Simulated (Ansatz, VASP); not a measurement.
AlN: VASP beside Ansatz

Contents of INCAR:

```
SYSTEM = AlN
  PREC = Accurate
  ENCUT = 520
  EDIFF = 1E-6
  ISMEAR = 0
  SIGMA = 0.01
  LREAL = .False.
  LASPH = .True.
  NELM = 60
  ALGO = Normal
  ISIF = 2
  LWAVE = .False.
  LCHARG = .False.
  GGA = PE
  NBANDS = 11
```

Contents of KPOINTS:

```
Automatic mesh
0
Gamma
  8 8 8
  0 0 0
```

File POSCAR:

```
AlN
1.0
    0.0000000000      2.1793473281      2.1793473281
    2.1793473281      0.0000000000      2.1793473281
    2.1793473281      2.1793473281      0.0000000000
Al N
1 1
Direct
    0.0000000000      0.0000000000      0.0000000000
    0.7500000000      0.7500000000      0.7500000000
```

Input for Ansatz:

```yaml
crystal:
  lattice:
    - [0.0, 2.1793473281, 2.1793473281]
    - [2.1793473281, 0.0, 2.1793473281]
    - [2.1793473281, 2.1793473281, 0.0]
  atoms:
    - { symbol: Al, position: [0.0, 0.0, 0.0] }
    - { symbol: "N", position: [0.75, 0.75, 0.75] }
kpoints:
  mp_grid: { grid: [8, 8, 8] }
hamiltonian:
  xc: pbe
scf:
  occupations: { method: fixed }
  n_extra_bands: 4
output:
  forces: true
  stress: true
  eigenvalues: true
```

Alike in both runs: task single point; functional PBE; k mesh 8 × 8 × 8; no spin polarisation.

|  | VASP | Ansatz |
| --- | --- | --- |
| version | VASP 6.6.1 | Ansatz 0.2.0 |
| potentials or method | VASP PAW PBE potentials, release 64 (Al, N) | plane waves, PAW |
| plane-wave cutoff (eV) | 520 | 420 |
| occupations | gaussian, width 0.01 eV | fixed |
| valence electrons in the cell | 8 | 8 |

VASP gave:

| Quantity | Value |
| --- | --- |
| gap on the k mesh at the Fermi level (eV) | 3.32 |
| pressure (GPa) | 6.0 |

Task: Estimate Ansatz's values.

Result: gap on the k mesh at the Fermi level (eV): 3.33; pressure (GPa): 6.2.

A k mesh can miss the band edges. As with any semilocal functional, this PBE gap is likely too small.
